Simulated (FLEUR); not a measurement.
# CuO (P-1) in FLEUR: further runs

The runs below take CuO through single point, with PBE.

Program: FLEUR MaX-R8.1 (later development tree). These are calculated values, not measurements. Logs are shortened: lines on timing, memory, paths and dates and some standing lists are left out, and cuts for length are marked.

### Step 1. Starting point

The typed cell holds 4 atoms: a = 2.880 Å, b = 2.880 Å, c = 5.176 Å, α = 89.81°, β = 89.81°, γ = 89.22°.

The cell comes from a database or a generator and needn't be the stable form of this composition.

### Step 2. Single point, PBE

Contents of inp.xml:

```xml
<?xml version="1.0" encoding="UTF-8" standalone="no"?>
<fleurInput fleurInputVersion="0.39">
   <comment>
      CuO                                                                                                 
   </comment>
   <calculationSetup>
      <cutoffs Kmax="3.5" Gmax="17.5" GmaxXC="17.5" numbands="0"/>
      <scfLoop itmax="60" minDistance="0.00001" maxIterBroyd="15" imix="Anderson" alpha="0.05" precondParam="0.0" spinf="2.0" sdNocoIR="T"/>
      <coreElectrons ctail="T" frcor="F" kcrel="0" coretail_lmax="0"/>
      <xcFunctional name="pbe" relativisticCorrections="F"/>
      <magnetism jspins="1"/>
      <soc l_soc="F" theta="0.0" phi="0.0" spav="F"/>
      <expertModes spex="0" secvar="F"/>
      <geometryOptimization l_f="F" forcealpha="1.0" forcemix="BFGS" epsdisp="0.00001" epsforce="0.00001"/>
      <ldaU l_linMix="F" mixParam="0.05" spinf="1.0"/>
   </calculationSetup>
   <cell>
      <bzIntegration valenceElectrons="50.0" mode="hist" fermiSmearingEnergy="0.00183747">
         <kPointListSelection listName="default-1"/>
         <!-- k-points included here -->
         <xi:include xmlns:xi="http://www.w3.org/2001/XInclude" href="kpts.xml"> </xi:include>
      </bzIntegration>
      <!-- symmetry operations included here -->
      <xi:include xmlns:xi="http://www.w3.org/2001/XInclude" href="sym.xml"> </xi:include>
      <bulkLattice scale="1.0">
         <bravaisMatrix>
            <row-1>    5.4414681972927115     0.0000000000000000     0.0000000000000000</row-1>
            <row-2>    0.0738368115527736     5.4410496526248124     0.0000000000000000</row-2>
            <row-3>    0.0330614885510789     0.0325881395578954     9.7818634148972290</row-3>
         </bravaisMatrix>
      </bulkLattice>
   </cell>
   <atomSpecies>
      <species name="Copper (Cu)" element="Cu" atomicNumber="29">
         <mtSphere radius="1.9" gridPoints="635" logIncrement="0.019"/>
         <atomicCutoffs lmax="7" lnonsphr="5"/>
         <electronConfig flipSpins="F">
            <coreConfig>(1s1/2) (2s1/2) (2p1/2) (2p3/2)</coreConfig>
            <valenceConfig>(3s1/2) (3p1/2) (3p3/2) (4s1/2) (3d3/2) (3d5/2)</valenceConfig>
            <stateOccupation state="(4s1/2)" spinUp="0.500000" spinDown="0.500000"/>
         </electronConfig>
         <energyParameters s="4" p="4" d="3" f="4"/>
         <lo type="SCLO" l="0" n="3" eDeriv="0"/>
         <lo type="SCLO" l="1" n="3" eDeriv="0"/>
         <lo type="SCLO" l="1" n="3" eDeriv="1"/>
         <lo type="SCLO" l="2" n="3" eDeriv="2"/>
         <lo type="SCLO" l="3" n="4" eDeriv="2"/>
      </species>
      <species name="Oxygen (O)" element="O" atomicNumber="8">
         <mtSphere radius="1.45" gridPoints="487" logIncrement="0.022"/>
         <atomicCutoffs lmax="5" lnonsphr="3"/>
         <electronConfig flipSpins="F">
            <coreConfig>(1s1/2)</coreConfig>
            <valenceConfig>(2s1/2) (2p1/2) (2p3/2)</valenceConfig>
            <stateOccupation state="(2p1/2)" spinUp="0.666667" spinDown="0.666667"/>
            <stateOccupation state="(2p3/2)" spinUp="1.333333" spinDown="1.333333"/>
         </electronConfig>
         <energyParameters s="2" p="2" d="3" f="4"/>
         <lo type="SCLO" l="0" n="2" eDeriv="2"/>
         <lo type="SCLO" l="1" n="2" eDeriv="2"/>
         <lo type="SCLO" l="2" n="3" eDeriv="2"/>
      </species>
   </atomSpecies>
   <atomGroups>
      <atomGroup species="Copper (Cu)">
         <relPos label="                   1">.0000000000 1.000/2.000 .0000000000</relPos>
         <force calculate="T" relaxXYZ="TTT"/>
      </atomGroup>
      <atomGroup species="Copper (Cu)">
         <relPos label="                   2">1.000/2.000 .0000000000 1.000/2.000</relPos>
         <force calculate="T" relaxXYZ="TTT"/>
      </atomGroup>
      <atomGroup species="Oxygen (O)">
         <relPos label="                   3">-.0015760300 .0016717800 -.2501129000</relPos>
         <relPos label="                   4">.0015760300 -.0016717800 .2501129000</relPos>
         <force calculate="T" relaxXYZ="TTT"/>
      </atomGroup>
   </atomGroups>
   <output dos="F" band="F" slice="F">
      <checks vchk="F" cdinf="F"/>
      <bandDOS minEnergy="-.5*Htr" maxEnergy="0.5*Htr" sigma="0.015" storeEVData="T"/>
      <vacuumDOS vacdos="F" integ="F" star="F" nstars="0" locx1="0.0" locy1="0.0" locx2="0.0" locy2="0.0" nstm="0" tworkf="0.0"/>
      <unfoldingBand unfoldBand="F" supercellX="1" supercellY="1" supercellZ="1"/>
      <plotting iplot="0" polar="F">
         <plot TwoD="T" vec1="  1.0  0.0  0.0" vec2="  0.0  1.0  0.0" vec3="  0.0  0.0  1.0" zero="  0.0  0.0  0.0" file="plot"/>
      </plotting>
      <chargeDensitySlicing numkpt="0" minEigenval="0.0" maxEigenval="0.0" nnne="0" pallst="F"/>
      <specialOutput eonly="F"/>
      <moessbauerParams electricFieldGradient="T" isomerShift="T" coreHyperfine="T" valenceHyperfine="T"/>
      <magneticCircularDichroism mcd="F" energyLo="-10.0" energyUp="0.0"/>
   </output>
  <!-- We include the file relax.xml here to enable relaxations (see documentation) -->
  <xi:include xmlns:xi="http://www.w3.org/2001/XInclude" href="relax.xml"> <xi:fallback/> </xi:include>
</fleurInput>
```

Contents of crystal.txt:

```
CuO
&input cartesian=F /
2.8795009639  0.0000000000  0.0000000000
0.0390727580  2.8792794796  0.0000000000
0.0174953863  0.0172449008  5.1763391994
1.8897261246
1.0 1.0 1.0

4
29 0.0000000000  0.5000000000  0.0000000000
29 0.5000000000  0.0000000000  0.5000000000
8 0.9984239700  0.0016717800  0.7498871000
8 0.0015760300  0.9983282200  0.2501129000

&kpt div1=9 div2=9 div3=5 gamma=T /
```

Potentials or basis: all-electron, FLAPW.

Run with:

```sh
inpgen -f crystal.txt -profile veryFastHighL
# inp.xml edited to the form shown
fleur_MPI
```

What it wrote:

```text
Welcome to FLEUR        (www.flapw.de)
      MaX-Release 8.1          (www.max-centre.eu)

 ========== k-point set info ==========
 Selected k-point list: default-1
 k-point list type: mesh
 9 x 9 x 5
 Number of k points: 203

 ------------Calculation Setup---------------------------
 Number of MPI-tasks      :            1
 Number of PE/node        :            1
 Number of OMP-threads    :            1
 Most efficient MPI parallelization for:
           1           7          29         203
 Additional eigenvalue parallelization possible
 Number of basis functions:          364
 Approximate size of matrices (H+S) per k-point:         0.002 GB
 --------------------------------------------------------
 Iteration:     1   Distance:      45.55097303 me/bohr^3
 Iteration:     2   Distance:      34.77471819 me/bohr^3
 Iteration:     3   Distance:      16.94570838 me/bohr^3
 Iteration:     4   Distance:      12.97520201 me/bohr^3
 Iteration:     5   Distance:       6.95048300 me/bohr^3
 Iteration:     6   Distance:       5.72958425 me/bohr^3
 Iteration:     7   Distance:       1.28735159 me/bohr^3
 Iteration:     8   Distance:       1.40017103 me/bohr^3
 Iteration:     9   Distance:       0.97262502 me/bohr^3
 Iteration:    10   Distance:       0.13936152 me/bohr^3
 Iteration:    11   Distance:       0.13530162 me/bohr^3
 Iteration:    12   Distance:       0.00698939 me/bohr^3
 Iteration:    13   Distance:       0.01112802 me/bohr^3
 Iteration:    14   Distance:       0.00149059 me/bohr^3
 Iteration:    15   Distance:       0.00198814 me/bohr^3
 Iteration:    16   Distance:       0.00141768 me/bohr^3
 Iteration:    17   Distance:       0.00058451 me/bohr^3
 Iteration:    18   Distance:       0.00051554 me/bohr^3
 Iteration:    19   Distance:       0.00013068 me/bohr^3
 Iteration:    20   Distance:       0.00004491 me/bohr^3
 Iteration:    21   Distance:       0.00001522 me/bohr^3
 Iteration:    22   Distance:       0.00000740 me/bohr^3

 ********************************************************************
 Run finished successfully
 Stop message:
   all done
 ********************************************************************
```

Run time: 2.3 min. Hardware: 1 thread of Arm Neoverse V2, shared host; peak memory 0.12 GiB.

What came out:

```yaml
Free_energy: -94159.5260 eV
Band_gap_on_the_k_mesh: none (metal or under the smearing width)
Valence_electrons_inside_the_program's_atomic_spheres: Cu 17.00; O 4.57 (radii Cu 1.9, O 1.45 bohr)
```

Levels at points of the mesh, in eV from the Fermi level:
| k point | band 22 | band 23 | band 24 | band 25 | band 26 | band 27 | band 28 | band 29 |
| --- | --- | --- | --- | --- | --- | --- | --- | --- |
| (0.00, 0.00, 0.00) | -2.38 | -2.29 | -1.97 | 0.65 | 0.71 | 1.39 | 6.06 | 7.29 |

Core levels (eV from the Fermi level):
| atom | levels |
| --- | --- |
| 1 Cu | 1s1/2 -8846.7, 2s1/2 -1060.1, 2p1/2 -928.3, 2p3/2 -907.8 |
| 2 Cu | 1s1/2 -8846.7, 2s1/2 -1060.1, 2p1/2 -928.3, 2p3/2 -907.8 |
| 3 O | 1s1/2 -507.1 |
| 4 O | 1s1/2 -507.1 |

Caveat: the plane-wave cutoff is short for the small spheres of the light atoms, so energies, forces and moduli aren't converged; the run has no spin polarisation, though such a crystal can be magnetic; semilocal functionals often make such compounds metallic where correlation or magnetic order opens a gap, which also shifts bond lengths. With open d or f shells a metallic result of PBE can be an artefact of self-interaction; +U or a hybrid may open a gap.

### Step 3. Single point, PBE

inp.xml: that of step 2 with these lines changed.

```diff
@@ -6,3 +6,3 @@
    <calculationSetup>
-      <cutoffs Kmax="3.5" Gmax="17.5" GmaxXC="17.5" numbands="0"/>
+      <cutoffs Kmax="4.0" Gmax="20.0" GmaxXC="20.0" numbands="0"/>
       <scfLoop itmax="60" minDistance="0.00001" maxIterBroyd="15" imix="Anderson" alpha="0.05" precondParam="0.0" spinf="2.0" sdNocoIR="T"/>
@@ -35,3 +35,3 @@
          <mtSphere radius="1.9" gridPoints="635" logIncrement="0.019"/>
-         <atomicCutoffs lmax="7" lnonsphr="5"/>
+         <atomicCutoffs lmax="5" lnonsphr="3"/>
          <electronConfig flipSpins="F">
@@ -50,3 +50,3 @@
          <mtSphere radius="1.45" gridPoints="487" logIncrement="0.022"/>
-         <atomicCutoffs lmax="5" lnonsphr="3"/>
+         <atomicCutoffs lmax="4" lnonsphr="3"/>
          <electronConfig flipSpins="F">
```

crystal.txt is that of step 2.

Potentials or basis: all-electron, FLAPW.

Run with:

```sh
inpgen -f crystal.txt -profile fast
# inp.xml edited to the form shown
fleur_MPI
```

What it wrote:

```text
Welcome to FLEUR        (www.flapw.de)
      MaX-Release 8.1          (www.max-centre.eu)

 ========== k-point set info ==========
 Selected k-point list: default-1
 k-point list type: mesh
 9 x 9 x 5
 Number of k points: 203

 ------------Calculation Setup---------------------------
 Number of MPI-tasks      :            1
 Number of PE/node        :            1
 Number of OMP-threads    :            1
 Most efficient MPI parallelization for:
           1           7          29         203
 Additional eigenvalue parallelization possible
 Number of basis functions:          464
 Approximate size of matrices (H+S) per k-point:         0.003 GB
 --------------------------------------------------------
 Iteration:     1   Distance:      47.20255715 me/bohr^3
 Iteration:     2   Distance:      35.99710485 me/bohr^3
 Iteration:     3   Distance:      15.86428988 me/bohr^3
 Iteration:     4   Distance:      12.46058858 me/bohr^3
 Iteration:     5   Distance:       7.06673758 me/bohr^3
 Iteration:     6   Distance:       5.62084807 me/bohr^3
 Iteration:     7   Distance:       1.26447499 me/bohr^3
 Iteration:     8   Distance:       0.98619030 me/bohr^3
 Iteration:     9   Distance:       1.24808286 me/bohr^3
 Iteration:    10   Distance:       0.16477891 me/bohr^3
 Iteration:    11   Distance:       0.09870240 me/bohr^3
 Iteration:    12   Distance:       0.00823290 me/bohr^3
 Iteration:    13   Distance:       0.00982187 me/bohr^3
 Iteration:    14   Distance:       0.00339702 me/bohr^3
 Iteration:    15   Distance:       0.00105794 me/bohr^3
 Iteration:    16   Distance:       0.00068597 me/bohr^3
 Iteration:    17   Distance:       0.00061256 me/bohr^3
 Iteration:    18   Distance:       0.00023388 me/bohr^3
 Iteration:    19   Distance:       0.00015646 me/bohr^3
 Iteration:    20   Distance:       0.00004897 me/bohr^3
 Iteration:    21   Distance:       0.00004062 me/bohr^3
 Iteration:    22   Distance:       0.00001615 me/bohr^3
 Iteration:    23   Distance:       0.00000311 me/bohr^3

 ********************************************************************
 Run finished successfully
 Stop message:
   all done
 ********************************************************************
```

out.xml (last iteration):

```text
<iteration numberForCurrentRun="   23" overallNumber="   23">
         <energyParameters units="Htr">
            <atomicEP atomType="1" spin="1" branch="4s" branchLowest="-3.87" branchHighest="2.75" value="0.0092139866"/>
            <atomicEP atomType="1" spin="1" branch="4p" branchLowest="-2.29" branchHighest="3.51" value="0.1470101334"/>
            <atomicEP atomType="1" spin="1" branch="3d" branchLowest="-9.99" branchHighest="0.33" value="0.1284981007"/>
            <atomicEP atomType="1" spin="1" branch="4f" branchLowest="-9.99" branchHighest="4.82" value="0.4658289326"/>
[... 140 lines left out ...]
            </atomTypeDependentContributions>
            <tkbTimesEntropy value="0.0007028691"/>
            <freeEnergy value="-3460.4591318055"/>
            <extrapolationTo0K value="-3460.4587803710"/>
         </totalEnergy>
         <densityConvergence units="me/bohr^3">
            <chargeDensity spin="1" distance="0.0000031073"/>
         </densityConvergence>
      </iteration>
```

Wall time 3.1 min (1 thread of Arm Neoverse V2, shared host); peak memory 0.12 GiB.

Results:

```yaml
Free_energy: -94163.8900 eV
Band_gap_on_the_k_mesh: none (metal or under the smearing width)
Valence_electrons_inside_the_program's_atomic_spheres: Cu 17.05; O 4.62 (radii Cu 1.9, O 1.45 bohr)
```

Levels at points of the mesh, in eV from the Fermi level:
```
           k point  band 21  band 22  band 23  band 24  band 25  band 26  band 27  band 28  band 29  band 30
(0.00, 0.00, 0.00)    -2.45    -2.42    -2.33    -2.05     0.68     0.71     1.42     6.11     7.31    13.59
```

Core levels (eV from the Fermi level):
| atom | levels |
| --- | --- |
| 1 Cu | 1s1/2 -8846.9, 2s1/2 -1060.3, 2p1/2 -928.6, 2p3/2 -908.1 |
| 2 Cu | 1s1/2 -8846.9, 2s1/2 -1060.3, 2p1/2 -928.6, 2p3/2 -908.1 |
| 3 O | 1s1/2 -506.8 |
| 4 O | 1s1/2 -506.8 |

Caveat: the plane-wave cutoff is short for the small spheres of the light atoms, so energies, forces and moduli aren't converged; the run has no spin polarisation, though such a crystal can be magnetic; semilocal functionals often make such compounds metallic where correlation or magnetic order opens a gap, which also shifts bond lengths.

### Step 4. Single point, PBE

inp.xml: that of step 3 with these lines changed.

```diff
@@ -6,3 +6,3 @@
    <calculationSetup>
-      <cutoffs Kmax="4.0" Gmax="20.0" GmaxXC="20.0" numbands="0"/>
+      <cutoffs Kmax="4.5" Gmax="22.5" GmaxXC="22.5" numbands="0"/>
       <scfLoop itmax="60" minDistance="0.00001" maxIterBroyd="15" imix="Anderson" alpha="0.05" precondParam="0.0" spinf="2.0" sdNocoIR="T"/>
@@ -35,3 +35,3 @@
          <mtSphere radius="1.9" gridPoints="635" logIncrement="0.019"/>
-         <atomicCutoffs lmax="5" lnonsphr="3"/>
+         <atomicCutoffs lmax="7" lnonsphr="5"/>
          <electronConfig flipSpins="F">
@@ -50,3 +50,3 @@
          <mtSphere radius="1.45" gridPoints="487" logIncrement="0.022"/>
-         <atomicCutoffs lmax="4" lnonsphr="3"/>
+         <atomicCutoffs lmax="6" lnonsphr="4"/>
          <electronConfig flipSpins="F">
```

crystal.txt is that of step 3.

Potentials or basis: all-electron, FLAPW.

Run with:

```sh
inpgen -f crystal.txt -profile moderate
# inp.xml edited to the form shown
fleur_MPI
```

What it wrote:

```text
Welcome to FLEUR        (www.flapw.de)
      MaX-Release 8.1          (www.max-centre.eu)

 ========== k-point set info ==========
 Selected k-point list: default-1
 k-point list type: mesh
 9 x 9 x 5
 Number of k points: 203

 ------------Calculation Setup---------------------------
 Number of MPI-tasks      :            1
 Number of PE/node        :            1
 Number of OMP-threads    :            1
 Most efficient MPI parallelization for:
           1           7          29         203
 Additional eigenvalue parallelization possible
 Number of basis functions:          600
 Approximate size of matrices (H+S) per k-point:         0.005 GB
 --------------------------------------------------------
 Iteration:     1   Distance:      47.89993671 me/bohr^3
 Iteration:     2   Distance:      36.51808765 me/bohr^3
 Iteration:     3   Distance:      15.51573491 me/bohr^3
 Iteration:     4   Distance:      12.35857432 me/bohr^3
 Iteration:     5   Distance:       7.21453362 me/bohr^3
 Iteration:     6   Distance:       5.62845689 me/bohr^3
 Iteration:     7   Distance:       1.30915181 me/bohr^3
 Iteration:     8   Distance:       0.94162389 me/bohr^3
 Iteration:     9   Distance:       1.37396382 me/bohr^3
 Iteration:    10   Distance:       0.17792626 me/bohr^3
 Iteration:    11   Distance:       0.09199581 me/bohr^3
 Iteration:    12   Distance:       0.00947722 me/bohr^3
 Iteration:    13   Distance:       0.00714541 me/bohr^3
 Iteration:    14   Distance:       0.00370122 me/bohr^3
 Iteration:    15   Distance:       0.00346858 me/bohr^3
 Iteration:    16   Distance:       0.00147034 me/bohr^3
 Iteration:    17   Distance:       0.00113662 me/bohr^3
 Iteration:    18   Distance:       0.00065138 me/bohr^3
 Iteration:    19   Distance:       0.00026154 me/bohr^3
 Iteration:    20   Distance:       0.00006434 me/bohr^3
 Iteration:    21   Distance:       0.00004272 me/bohr^3
 Iteration:    22   Distance:       0.00003899 me/bohr^3
 Iteration:    23   Distance:       0.00000664 me/bohr^3

 ********************************************************************
 Run finished successfully
 Stop message:
   all done
 ********************************************************************
```

It took 6.7 min on 1 thread of Arm Neoverse V2, shared host; peak memory 0.16 GiB.

What came out:

- Free energy: -94165.1457 eV
- Band gap on the k mesh: none (metal or under the smearing width)
- Valence electrons inside the program's atomic spheres: Cu 17.06; O 4.63 (radii Cu 1.9, O 1.45 bohr)

Levels at points of the mesh, in eV from the Fermi level:
| k point | band 22 | band 23 | band 24 | band 25 | band 26 | band 27 | band 28 | band 29 |
| --- | --- | --- | --- | --- | --- | --- | --- | --- |
| (0.00, 0.00, 0.00) | -2.42 | -2.34 | -2.05 | 0.67 | 0.71 | 1.46 | 6.14 | 7.32 |

Core levels (eV from the Fermi level):
| atom | levels |
| --- | --- |
| 1 Cu | 1s1/2 -8847.0, 2s1/2 -1060.4, 2p1/2 -928.7, 2p3/2 -908.2 |
| 2 Cu | 1s1/2 -8847.0, 2s1/2 -1060.4, 2p1/2 -928.7, 2p3/2 -908.2 |
| 3 O | 1s1/2 -506.8 |
| 4 O | 1s1/2 -506.8 |

Caveat: the run has no spin polarisation, though such a crystal can be magnetic; semilocal functionals often make such compounds metallic where correlation or magnetic order opens a gap, which also shifts bond lengths. With open d or f shells a metallic result of PBE can be an artefact of self-interaction; +U or a hybrid may open a gap.

### Step 5. Overview

```csv
inpgen profile,gmax,lmax,lnonsphr,kmax,gap on the mesh (eV)
veryFastHighL,17.5 1/bohr,"Cu 7, O 5","Cu 5, O 3",3.5 1/bohr,none
fast,20 1/bohr,"Cu 5, O 4","Cu 3, O 3",4 1/bohr,none
moderate,22.5 1/bohr,"Cu 7, O 6","Cu 5, O 4",4.5 1/bohr,none
```

Alike in all rows: task single point; level PBE; potentials or basis all-electron, FLAPW; no spin polarisation; cell as given; k mesh 9 × 9 × 5; smearing fermi-dirac 0.05 eV.

Every run on the cell as given and a fine mesh finds a metal.

Caveats: the run has no spin polarisation, though such a crystal can be magnetic; semilocal functionals often make such compounds metallic where correlation or magnetic order opens a gap, which also shifts bond lengths; the plane-wave cutoff is short for the small spheres of the light atoms, so energies, forces and moduli aren't converged (some runs).

Compare energies only between runs with the same functional and basis.
